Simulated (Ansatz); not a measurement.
# Zr4Si4O15: the cost of one run

Method: DFT PBEsol, plane waves, PAW, scalar-relativistic, no spin polarisation, in Ansatz 0.2.0.

## 1. Starting point

The cell holds 23 atoms (O15Si4Zr4): a = 6.604 Å, b = 6.604 Å, c = 5.980 Å, α = 90.00°, β = 90.00°, γ = 90.00°.

Structure file:

```xyz
23
Lattice="6.6042 0.0000 0.0000 0.0000 6.6042 0.0000 0.0000 0.0000 5.9796" Properties=species:S:1:pos:R:3 pbc="T T T"
Zr    0.0286    3.3357    1.4526
Zr   -0.0141   -0.0234    0.0288
Si   -0.0247   -0.0165    2.9430
Si    3.2736    0.0233    1.5353
O     3.2917    2.1065    4.9358
O     0.0097    1.1932    1.9147
O     2.1135    0.0062    0.3653
O     3.2658    1.1700    2.5848
O     1.1987    0.0159    4.0628
O     3.2888    5.3829    2.6209
O     2.0834    3.2974    1.0671
Zr    3.3183   -0.0023    4.5186
Zr    3.2883    3.3280    2.9733
Si    3.2820    3.3306   -0.0723
Si    0.0241    3.3249    4.5004
O    -0.0063    5.3533    1.8903
O     1.1929    3.2696    3.4293
O     3.2823    4.5519    4.8684
O     5.3794    3.3330    3.4295
O     0.0341    4.4691    5.5645
O     4.5621    3.3457    1.0697
O     0.0259    2.1187    5.5276
O     5.3681    0.0260    4.0078
```

## 2. End point A

Input file input.yaml:

```yaml
crystal:
  lattice:
    - [6.6042, 0.0, 0.0]
    - [0.0, 6.6042, 0.0]
    - [0.0, 0.0, 5.9796]
  atoms:
    - { symbol: Zr, position: [0.0043245, 0.5050859, 0.2429342] }
    - { symbol: Zr, position: [-0.0021379, -0.0035386, 0.0048152] }
    - { symbol: Si, position: [-0.0037444, -0.0024921, 0.4921808] }
    - { symbol: Si, position: [0.495677, 0.0035251, 0.2567506] }
    - { symbol: O, position: [0.4984323, 0.3189626, 0.8254426] }
    - { symbol: O, position: [0.0014728, 0.1806751, 0.3201988] }
    - { symbol: O, position: [0.3200171, 0.0009429, 0.0610887] }
    - { symbol: O, position: [0.4945013, 0.1771643, 0.4322674] }
    - { symbol: O, position: [0.1815083, 0.0024053, 0.6794506] }
    - { symbol: O, position: [0.4979924, 0.8150782, 0.4383007] }
    - { symbol: O, position: [0.3154601, 0.4992903, 0.1784617] }
    - { symbol: Zr, position: [0.5024545, -0.0003511, 0.7556643] }
    - { symbol: Zr, position: [0.4979098, 0.5039167, 0.4972342] }
    - { symbol: Si, position: [0.4969541, 0.5043225, -0.0120927] }
    - { symbol: Si, position: [0.0036484, 0.5034548, 0.7526233] }
    - { symbol: O, position: [-0.0009548, 0.8105954, 0.3161249] }
    - { symbol: O, position: [0.1806254, 0.4950849, 0.5734967] }
    - { symbol: O, position: [0.4969959, 0.689247, 0.8141614] }
    - { symbol: O, position: [0.8145354, 0.5046767, 0.5735294] }
    - { symbol: O, position: [0.0051598, 0.6766994, 0.9305817] }
    - { symbol: O, position: [0.6907882, 0.5065993, 0.1788997] }
    - { symbol: O, position: [0.0039278, 0.3208123, 0.9244057] }
    - { symbol: O, position: [0.8128375, 0.003944, 0.6702501] }
basis:
  ecutwfc: 420.0
kpoints:
  mp_grid: { grid: [2, 2, 2] }
hamiltonian:
  xc: pbesol
  pseudopotentials: { kind: paw, azcp: { folder: soft_1 } }
scf:
  occupations: { method: gaussian, width: 0.02 }
  lower_state_search: "off"
relax:
  f_tol: 0.03
  max_steps: 60
  adjacent_minimum: "off"
```

Command:

```bash
$ ansatz run input.yaml --threads 2 --pin off --max-ram 5120MiB --backend cpu --events-out ev --progress --plain --runs-dir out
```

Q: Estimate wall time and peak memory on 2 threads of Arm Neoverse V2, shared host.

About 23 s, with a peak of 0.66 GiB.
